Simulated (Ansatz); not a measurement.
# Ag(111) / 3 layers Tc(0001) / Ag(111): resistance against film thickness, part 2 of 2

Wanted: interface resistance and thickness dependence for Ag(111) / 3 layers Tc(0001) / Ag(111).

Ansatz 0.2.0; Ansatz plane-wave DFT, LDA, PAW files; ballistic transport by layer matching (Landauer), zero bias.

So far. Step 2 (With 3 layers): The lead's potential steps by 1.2 meV from period to period, small in itself. The program estimates the junction's conductance to 8.6 % from the k-mesh, 2.2 % from the leads' distance from neutral and 1.1 % from their steps. Step 3 (With 5 layers, film layers 5): The conductance of the junction is 3.3e14 S/m², 9.0 % over the 3.1e14 S/m² of the last finished run, within the error estimates, leads' steps apart, of 8.6 and 13 %.

**4. With 6 layers, film layers 6**

The stack now holds 6 film layers; the k-mesh follows the cell, and the energies span -0.27 to 0.27 eV.

System of this step: Ag(111) / 6 layers Tc(0001) / Ag(111). The cell holds 14 atoms: 8 Ag and 6 Tc. Cell: a = 2.889 Å, b = 2.889 Å, c = 30.784 Å, α = 92.7°, β = 87.3°, γ = 120.0°. It derives from Ag and Tc. Regions: lead, 8 atoms (8 Ag); films, 6 atoms (6 Tc). The structure is stacked along c, and the current runs across the ab planes.

input.yaml reads:

```yaml
crystal:
  lattice:
    - [2.8893797293, 0.0, 0.0]
    - [-1.4446898646, 2.5022762467, 0.0]
    - [1.4446898646, -0.8340920822, 30.7383662866]
  atoms:
    - { symbol: Ag, position: [0.9872083384, 0.0127916616, 0.0383749847] }
    - { symbol: Ag, position: [0.2949583487, 0.7050416513, 0.115124954] }
    - { symbol: Ag, position: [0.6027083589, 0.3972916411, 0.1918749233] }
    - { symbol: Ag, position: [0.9104583691, 0.0895416309, 0.2686248927] }
    - { symbol: Tc, position: [0.2202778118, 0.7797221882, 0.3391665645] }
    - { symbol: Tc, position: [0.5321666871, 0.4678333129, 0.4034999387] }
    - { symbol: Tc, position: [0.1773888957, 0.8226111043, 0.4678333129] }
    - { symbol: Tc, position: [0.489277771, 0.510722229, 0.5321666871] }
    - { symbol: Tc, position: [0.1344999796, 0.8655000204, 0.5965000613] }
    - { symbol: Tc, position: [0.4463888548, 0.5536111452, 0.6608334355] }
    - { symbol: Ag, position: [0.7562082976, 0.2437917024, 0.7313751073] }
    - { symbol: Ag, position: [0.0639583078, 0.9360416922, 0.8081250767] }
    - { symbol: Ag, position: [0.371708318, 0.628291682, 0.884875046] }
    - { symbol: Ag, position: [0.6794583282, 0.3205416718, 0.9616250153] }
kpoints:
  mp_grid: { grid: [15, 15, 1] }
hamiltonian:
  xc: lda
scf:
  occupations: { method: fermi_dirac, width: 0.1 }
output:
  transmission:
    leads: [[0, 1]]
    kmesh: [28, 28]
    e_range: [-0.27, 0.27]
    de: 0.036
  write_potential: true
  write_density: true
  volumetric_format: npy
```

On the command line:

```sh
$ ansatz run input.yaml --threads 4 --pin off --max-ram 8192MiB --backend cpu --events-out ev --progress --plain --runs-dir out
```

Numbers of over 12 decimals in the logs are rounded to 6 here.

Output:

```text
[...]
--- Transmission ---
  basis      : 73 plane waves across, 52 finite elements along
  points     : 211, standing for a mesh of 28 x 28
[...]
filled         : 40.6 meV over the level at which it is neutral
    channels       : 7.844388e-1 a spin
[...]
slowest decay  : 0.0476 /Å at (0.0714, 0.0000)
  junction   : crystal 0 to crystal 0, 0.70 to 29.08 Å
    transmission   : 3.803293e-1 a spin
[...]
resistance     : 1.2220e-3 Ω µm² beyond half of each lead's own
[key lines of the parts left out:]
SCF converged after 14 iterations
Free energy (F): -91350.704781 eV
Fermi energy:    19.011273 eV
```

It took 3.6 min on 4 threads of Arm Neoverse V2, shared host; peak memory 2.2 GiB.

This step gave:

```yaml
free_energy: -91350.7048 eV
energy_at_zero_smearing: -91350.5286 eV
fermi_energy: 19.01 eV
step_of_the_lead_s_potential: 3.5 meV
ballistic_conductance_of_the_lead: 8.44e14 S/m²
estimated_errors_of_the_lead_s_conductance: 0, 3.6, 0 % (band edges, k-mesh, distance from neutral)
lead_conductance_per_cell: 0.7873 G₀
conductance_of_the_junction: 4.15e14 S/m²
junction_conductance_per_cell: 0.3876 G₀
estimated_errors_of_the_junction_s_conductance: 1, 0, 10.3, 4.4, 1.8 % (energy step, band edges, k-mesh, leads' steps, distance from neutral)
area_resistance_that_the_stack_adds_contact_term_taken_off_spin_by_spin: 1.222 fΩ m²
```

Per spin. The transmission, zone mean by energy, zero at the Fermi level:

```tsv
energy (eV)	transmission, zone mean
-0.270	0.467
-0.234	0.454
-0.198	0.428
-0.162	0.399
-0.126	0.405
-0.090	0.393
-0.054	0.389
-0.018	0.420
0.018	0.380
0.054	0.369
0.090	0.346
0.126	0.308
0.162	0.296
0.198	0.270
0.234	0.253
0.270	0.277
```

The conductance of the junction is 4.2e14 S/m², 24 % over the 3.3e14 S/m² of the last finished run.

**5. With 8 layers, film layers 8**

The stack now holds 8 film layers; the k-mesh follows the cell, and the energies span -0.27 to 0.27 eV.

System of this step: Ag(111) / 8 layers Tc(0001) / Ag(111). The cell holds 16 atoms: 8 Ag and 8 Tc. Its edges and angles: a = 2.889 Å, b = 2.889 Å, c = 34.733 Å, α = 92.4°, β = 87.6°, γ = 120.0°. It derives from Ag and Tc. Regions: lead, 8 atoms (8 Ag); films, 8 atoms (8 Tc). The structure is stacked along c, and the current runs across the ab planes.

input.yaml reads:

```yaml
crystal:
  lattice:
    - [2.8893797293, 0.0, 0.0]
    - [-1.4446898646, 2.5022762467, 0.0]
    - [1.4446898646, -0.8340920822, 34.6933719289]
  atoms:
    - { symbol: Ag, position: [0.9886665736, 0.0113334264, 0.0340002793] }
    - { symbol: Ag, position: [0.299333054, 0.700666946, 0.1020008379] }
    - { symbol: Ag, position: [0.6099995345, 0.3900004655, 0.1700013964] }
    - { symbol: Ag, position: [0.920666015, 0.079333985, 0.238001955] }
    - { symbol: Tc, position: [0.233166015, 0.766833985, 0.300501955] }
    - { symbol: Tc, position: [0.5474995345, 0.4525004655, 0.3575013964] }
    - { symbol: Tc, position: [0.1951663874, 0.8048336126, 0.4145008379] }
    - { symbol: Tc, position: [0.5094999069, 0.4905000931, 0.4715002793] }
    - { symbol: Tc, position: [0.1571667598, 0.8428332402, 0.5284997207] }
    - { symbol: Tc, position: [0.4715002793, 0.5284997207, 0.5854991621] }
    - { symbol: Tc, position: [0.1191671321, 0.8808328679, 0.6424986036] }
    - { symbol: Tc, position: [0.4335006517, 0.5664993483, 0.699498045] }
    - { symbol: Ag, position: [0.7460006517, 0.2539993483, 0.761998045] }
    - { symbol: Ag, position: [0.0566671321, 0.9433328679, 0.8299986036] }
    - { symbol: Ag, position: [0.3673336126, 0.6326663874, 0.8979991621] }
    - { symbol: Ag, position: [0.6780000931, 0.3219999069, 0.9659997207] }
kpoints:
  mp_grid: { grid: [15, 15, 1] }
hamiltonian:
  xc: lda
scf:
  occupations: { method: fermi_dirac, width: 0.1 }
output:
  transmission:
    leads: [[0, 1]]
    kmesh: [28, 28]
    e_range: [-0.27, 0.27]
    de: 0.036
  write_potential: true
  write_density: true
  volumetric_format: npy
```

Output:

```text
[...]
Crystal: 16 atoms, lattice volume = 250.834 Å³
Basis set: ecut = 500 eV, 6319 PW (Γ)
Bands: 164, of which v1, the nominal top of the filled ones, is band 136 counted from 1 (135 counted from 0)
Symmetry: 4 space group operations
k-points: 64 of 225
[...]
--- Transmission ---
  basis      : 73 plane waves across, 59 finite elements along
  points     : 211, standing for a mesh of 28 x 28
[...]
filled         : 32.6 meV over the level at which it is neutral
    channels       : 7.844388e-1 a spin
[...]
slowest decay  : 0.0452 /Å at (0.0714, 0.0000)
  junction   : crystal 0 to crystal 0, 0.70 to 33.03 Å
    transmission   : 3.042730e-1 a spin
[...]
resistance     : 1.6770e-3 Ω µm² beyond half of each lead's own
[key lines of the parts left out:]
SCF converged after 15 iterations
Free energy (F): -101912.916931 eV
Fermi energy:    19.374812 eV
```

The job ended after 4.3 min (4 threads; peak memory 2.7 GiB).

Numbers from this step:

```
free energy                                                                : -101912.9169 eV
energy at zero smearing                                                    : -101912.7014 eV
Fermi energy                                                               : 19.37 eV
step of the lead's potential                                               : 3.8 meV
ballistic conductance of the lead                                          : 8.43e14 S/m²
estimated errors of the lead's conductance                                 : 0, 3.7, 0 % (band edges, k-mesh, distance from neutral)
lead conductance per cell                                                  : 0.7869 G₀
conductance of the junction                                                : 3.49e14 S/m²
junction conductance per cell                                              : 0.3259 G₀
estimated errors of the junction's conductance                             : 1.1, 1.1, 12.2, 6.7, 5.2 % (energy step, band edges, k-mesh, leads' steps, distance from neutral)
area resistance that the stack adds (contact term taken off, spin by spin) : 1.677 fΩ m²
```

Per spin. Transmission, zone mean against energy, zero at the Fermi level:

```tsv
energy (eV)	transmission, zone mean
-0.270	0.436
-0.234	0.457
-0.198	0.446
-0.162	0.440
-0.126	0.393
-0.090	0.393
-0.054	0.336
-0.018	0.350
0.018	0.304
0.054	0.301
0.090	0.316
0.126	0.307
0.162	0.249
0.198	0.240
0.234	0.244
0.270	0.254
```

The conductance of the junction is 3.5e14 S/m², 16 % under the 4.2e14 S/m² of the last finished run, no more than the error estimates, leads' steps apart, of 10 and 12 % together.

**6. With 10 layers, film layers 10**

The stack now holds 10 film layers; the k-mesh follows the cell, and the energies span -0.27 to 0.27 eV.

System of this step: Ag(111) / 10 layers Tc(0001) / Ag(111). The cell holds 18 atoms: 8 Ag and 10 Tc. Its edges and angles: a = 2.889 Å, b = 2.889 Å, c = 38.684 Å, α = 92.1°, β = 87.9°, γ = 120.0°. It derives from Ag and Tc. Regions: lead, 8 atoms (8 Ag); films, 10 atoms (10 Tc). The structure is stacked along c, and the current runs across the ab planes.

input.yaml reads:

```yaml
crystal:
  lattice:
    - [2.8893797293, 0.0, 0.0]
    - [-1.4446898646, 2.5022762467, 0.0]
    - [1.4446898646, -0.8340920822, 38.6483775712]
  atoms:
    - { symbol: Ag, position: [0.9898263575, 0.0101736425, 0.0305209276] }
    - { symbol: Ag, position: [0.3028124057, 0.6971875943, 0.0915627829] }
    - { symbol: Ag, position: [0.6157984539, 0.3842015461, 0.1526046382] }
    - { symbol: Ag, position: [0.9287845022, 0.0712154978, 0.2136464934] }
    - { symbol: Tc, position: [0.2434164403, 0.7565835597, 0.269750679] }
    - { symbol: Tc, position: [0.5596942684, 0.4403057316, 0.3209171947] }
    - { symbol: Tc, position: [0.2093054298, 0.7906945702, 0.3720837105] }
    - { symbol: Tc, position: [0.5255832579, 0.4744167421, 0.4232502263] }
    - { symbol: Tc, position: [0.1751944193, 0.8248055807, 0.4744167421] }
    - { symbol: Tc, position: [0.4914722474, 0.5085277526, 0.5255832579] }
    - { symbol: Tc, position: [0.1410834088, 0.8589165912, 0.5767497737] }
    - { symbol: Tc, position: [0.4573612368, 0.5426387632, 0.6279162895] }
    - { symbol: Tc, position: [0.1069723982, 0.8930276018, 0.6790828053] }
    - { symbol: Tc, position: [0.4232502263, 0.5767497737, 0.730249321] }
    - { symbol: Ag, position: [0.7378821645, 0.2621178355, 0.7863535066] }
    - { symbol: Ag, position: [0.0508682127, 0.9491317873, 0.8473953618] }
    - { symbol: Ag, position: [0.363854261, 0.636145739, 0.9084372171] }
    - { symbol: Ag, position: [0.6768403092, 0.3231596908, 0.9694790724] }
kpoints:
  mp_grid: { grid: [15, 15, 1] }
hamiltonian:
  xc: lda
scf:
  occupations: { method: fermi_dirac, width: 0.1 }
output:
  transmission:
    leads: [[0, 1]]
    kmesh: [28, 28]
    e_range: [-0.27, 0.27]
    de: 0.036
  write_potential: true
  write_density: true
  volumetric_format: npy
```

Output:

```text
[...]
Crystal: 18 atoms, lattice volume = 279.429 Å³
Basis set: ecut = 500 eV, 7029 PW (Γ)
Bands: 182, of which v1, the nominal top of the filled ones, is band 151 counted from 1 (150 counted from 0)
Symmetry: 4 space group operations
k-points: 64 of 225
[...]
--- Transmission ---
  basis      : 73 plane waves across, 70 finite elements along
  points     : 211, standing for a mesh of 28 x 28
[...]
filled         : 37.8 meV over the level at which it is neutral
    channels       : 7.844388e-1 a spin
[...]
slowest decay  : 0.0468 /Å at (-0.0714, 0.0714)
  junction   : crystal 0 to crystal 0, 0.70 to 36.99 Å
    transmission   : 3.080334e-1 a spin
[...]
resistance     : 1.8537e-3 Ω µm² beyond half of each lead's own
[key lines of the parts left out:]
SCF converged after 15 iterations
Free energy (F): -112475.117912 eV
Fermi energy:    19.675048 eV
```

The job ended after 5.6 min (4 threads; peak memory 3.3 GiB; 20 min of CPU time).

Numbers from this step:

```yaml
free_energy: -112475.1179 eV
energy_at_zero_smearing: -112474.8631 eV
fermi_energy: 19.68 eV
step_of_the_lead_s_potential: 3.4 meV
ballistic_conductance_of_the_lead: 8.44e14 S/m²
estimated_errors_of_the_lead_s_conductance: 0, 3.6, 0 % (band edges, k-mesh, distance from neutral)
lead_conductance_per_cell: 0.7871 G₀
conductance_of_the_junction: 3.29e14 S/m²
junction_conductance_per_cell: 0.3070 G₀
estimated_errors_of_the_junction_s_conductance: 0.1, 0, 11.7, 7, 3.4 % (energy step, band edges, k-mesh, leads' steps, distance from neutral)
area_resistance_that_the_stack_adds_contact_term_taken_off_spin_by_spin: 1.854 fΩ m²
```

Per spin. The transmission, zone mean by energy, zero at the Fermi level:

```tsv
energy (eV)	transmission, zone mean
-0.270	0.420
-0.234	0.402
-0.198	0.404
-0.162	0.366
-0.126	0.324
-0.090	0.323
-0.054	0.336
-0.018	0.298
0.018	0.308
0.054	0.292
0.090	0.327
0.126	0.268
0.162	0.239
0.198	0.221
0.234	0.231
0.270	0.242
```

The conductance of the junction is 3.3e14 S/m², 5.8 % under the 3.5e14 S/m² of the last finished run, within the error estimates, leads' steps apart, of 12 and 12 %.

**7. All levels side by side**

Times are for 4 threads of Arm Neoverse V2, shared host. The runs compared:

```tsv
no.	film layers	area resistance that the stack adds (contact term taken off, spin by spin) (fΩ m²)	conductance of the junction (S/m²)	time	memory (GiB)
1	3	2.073	3.07e14	2.1 min	1.1
2	5	1.805	3.34e14	88 s	1.4
3	6	1.222	4.15e14	3.6 min	2.2
4	8	1.677	3.49e14	4.3 min	2.7
5	10	1.854	3.29e14	5.6 min	3.3
```

**8. With 5 layers**

The run is repeated with changed settings as a check of sensitivity.

This step: Ansatz plane-wave DFT, LDA, PAW files; ballistic transport by layer matching (Landauer), zero bias; changed: output.transmission.temperature = 77.0 (Ansatz 0.2.0).

System of this step: Ag(111) / 5 layers Tc(0001) / Ag(111). The cell holds 13 atoms: 8 Ag and 5 Tc. Its edges and angles: a = 2.889 Å, b = 2.889 Å, c = 28.761 Å, α = 90.0°, β = 90.0°, γ = 120.0°. It derives from Ag and Tc. Regions: lead, 8 atoms (8 Ag); films, 5 atoms (5 Tc). The structure is stacked along c, and the current runs across the ab planes.

input.yaml reads:

```yaml
crystal:
  lattice:
    - [2.8893797293, 0.0, 0.0]
    - [-1.4446898646, 2.5022762467, 0.0]
    - [0.0, 0.0, 28.7608634655]
  atoms:
    - { symbol: Ag, position: [0.0, 0.0, 0.041013523] }
    - { symbol: Ag, position: [0.3333333333, 0.6666666667, 0.123040569] }
    - { symbol: Ag, position: [0.6666666667, 0.3333333333, 0.205067615] }
    - { symbol: Ag, position: [0.0, 0.0, 0.2870946609] }
    - { symbol: Tc, position: [0.3333333333, 0.6666666667, 0.3624865471] }
    - { symbol: Tc, position: [0.6666666667, 0.3333333333, 0.4312432736] }
    - { symbol: Tc, position: [0.3333333333, 0.6666666667, 0.5] }
    - { symbol: Tc, position: [0.6666666667, 0.3333333333, 0.5687567264] }
    - { symbol: Tc, position: [0.3333333333, 0.6666666667, 0.6375134529] }
    - { symbol: Ag, position: [0.6666666667, 0.3333333333, 0.7129053391] }
    - { symbol: Ag, position: [0.0, 0.0, 0.794932385] }
    - { symbol: Ag, position: [0.3333333333, 0.6666666667, 0.876959431] }
    - { symbol: Ag, position: [0.6666666667, 0.3333333333, 0.958986477] }
kpoints:
  mp_grid: { grid: [15, 15, 1] }
hamiltonian:
  xc: lda
scf:
  occupations: { method: fermi_dirac, width: 0.1 }
output:
  transmission:
    leads: [[0, 1]]
    kmesh: [28, 28]
    e_range: [-0.27, 0.27]
    de: 0.036
    temperature: 77.0
  write_potential: true
  write_density: true
  volumetric_format: npy
```

Output:

```text
[...]
Crystal: 13 atoms, lattice volume = 207.942 Å³
Basis set: ecut = 500 eV, 5241 PW (Γ)
Bands: 137, of which v1, the nominal top of the filled ones, is band 114 counted from 1 (113 counted from 0)
Symmetry: 6 space group operations
[...]
k-points: 27 of 225 (time reversal used)
[...]
SCF iter   1: F=—  HF=-86095.662452 eV  |F-HF|=—  |Δ(HF+E_count)|=         —  Δρ=2.39e-1  dr2=4.42e3  ethr=3.10e-3  ⟨swp⟩=5.6  Hψ=12152  notcnv=0  defer=97
[...]
SCF iter  15: F=-86069.733056 eV  HF=-86069.733056 eV  |F-HF|=1.97e-8  |Δ(HF+E_count)|=   2.10e-8  Δρ=1.57e-6  dr2=2.11e-8  ethr=4.41e-11  ⟨swp⟩=9.1  Hψ=11736  notcnv=0
SCF 1 converged in 15 iterations: F = -86069.733056 eV  dr2 = 2.11e-8
[...]
transmission: 376 of 3760 steps passed
transmission: 752 of 3760 steps passed
[...]
transmission: 3760 of 3760 steps passed
SCF converged after 15 iterations
Free energy (F): -86069.733056 eV
[...]
Internal energy: -86069.445348 eV  (E = F + TS)
E sigma→0 (E₀):  -86069.589202 eV
Entropy (-TS):   -0.287708 eV (-22.131 meV/atom)
Fermi energy:    18.788040 eV
[...]
--- Band table (eV; the first three rows and the last of 27) ---
  k-point 0: bands = [... 110 lower, 17.1419, 17.1419, 17.5660, 17.7932, 17.7932, 17.9407, 18.2006, 18.3449, ... 19 higher]
  k-point 1: bands = [... 110 lower, 17.0724, 17.1757, 17.6452, 17.7805, 17.8888, 18.1019, 18.1998, 18.3465, ... 19 higher]
  k-point 2: bands = [... 110 lower, 17.2565, 17.3911, 17.4776, 17.6658, 18.1648, 18.2697, 18.4037, 18.4395, ... 19 higher]
  k-point 26: bands = [... 110 lower, 19.8001, 20.1718, 20.3112, 20.9082, 21.1895, 21.3588, 21.4520, 21.9039, ... 19 higher]
--- Transmission ---
  basis      : 73 plane waves across, 47 finite elements along
  points     : 80, standing for a mesh of 28 x 28
[...]
channels       : 7.844388e-1 a spin
    conductance    : none, the energies end too early or step too widely for 77 K: set another output.transmission.e_range or a lower de, or, where they end at an eighth of basis.ecutwfc, a higher one
    slowest decay  : 0.0447 /Å at (0.0714, 0.0000)
  junction   : crystal 0 to crystal 0, 0.70 to 27.10 Å
    transmission   : 3.044264e-1 a spin
[...]
```

It took 76 s on 4 threads; peak memory 1.4 GiB; 4.8 min of CPU time.

Numbers from this step:

* free energy: -86069.7331 eV
* energy at zero smearing: -86069.5892 eV
* Fermi energy: 18.79 eV
* step of the lead's potential: 2.7 meV

Per spin. Transmission, zone mean against energy, zero at the Fermi level:

```tsv
energy (eV)	transmission, zone mean
-0.270	0.384
-0.234	0.376
-0.198	0.370
-0.162	0.385
-0.126	0.380
-0.090	0.335
-0.054	0.303
-0.018	0.314
0.018	0.304
0.054	0.321
0.090	0.304
0.126	0.292
0.162	0.277
0.198	0.277
0.234	0.259
0.270	0.257
```

With these settings the solved energies don't cover or resolve the Fermi function, so the program prints no conductance.

**9. Results**

```yaml
area_resistance_3_layers: 2.07 fΩ m²
area_resistance_5_layers: 1.80 fΩ m²
area_resistance_6_layers: 1.22 fΩ m²
area_resistance_8_layers: 1.68 fΩ m²
area_resistance_10_layers: 1.85 fΩ m²
```

The stack adds 2.1 fΩ m² with 3 layers and 1.9 fΩ m² with 10. Between 5 and 10 layers it doesn't move one way: it lies between 1.22 (at 6) and 1.85 fΩ m² (at 10), and 1 of the steps exceeds the two runs' error estimates together. With an hcp and an fcc partner, odd and even counts of layers end in unlike stacking at the second interface, which mixes with the effect of thickness. Atoms sit on ideal sites and aren't relaxed. The program's error estimates for the conductances, leads' steps apart, run from 8.6 to 13 %. Tc(0001) is stretched by 5.5 % in plane to fit Ag(111), at its own atomic volume.

[Logs are printed without paths, hosts, clocks, repeated set-up lines and the standing remarks that a program may print on its own settings, such as how far it seeks lower states.]

[Hosts, paths, dates, database ids (printed as entryN), source tags and the programs' standing remarks are cut or masked in the printed files.]
